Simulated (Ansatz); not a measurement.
BAs under strain — field gradients at the nuclei

The cell is a COD entry, relaxed with PBE at fixed cell and then changed (z stretched by 2 %, ions relaxed).

```
B As
1.0
     0.00000    2.38850    2.43627
     2.38850    0.00000    2.43627
     2.38850    2.38850    0.00000
B As
1 1
Cartesian
  0.0000 0.0000 0.0000
  1.1943 1.1943 1.2181
```

Sites (sets of like atoms) are named by element and the number of their first atom in this list.

All values are calculated (Ansatz; DFT, PBE, plane waves and PAW, scalar-relativistic, 420 eV cutoff, Γ-centred 16×16×16 k-points, Fermi–Dirac smearing 0.02 eV), not measured.

Conventions: |V_zz| ≥ |V_yy| ≥ |V_xx|, η = (V_xx − V_yy)/V_zz, C_Q = eQV_zz/h.

11B: I = 3/2, Q = 40.59 mb; As-75: I = 3/2, Q = 311.0 mb. Nuclear quadrupole moments: year-2017 set (Pyykkö).

```csv
site,atoms (order as listed),first shell,V_zz (10²¹ V/m²),η,C_Q (MHz)
B,1,4 As at 2.08 Å,0.020,0.00,0.020
As,2,4 B at 2.08 Å,0.23,0.00,1.75
```

An axis of threefold or higher order runs through B and As, so V_zz lies along it and η is zero.

The relaxation (1 step) took 14 s of wall time (13 s of CPU time) and 0.52 GiB at its peak, on 1 thread of Intel Xeon 6975P-C (Granite Rapids) (x86_64; 16 cores open to the job, memory cap 3.0 GiB, no GPU), a shared host with a load of 1.8 a core.
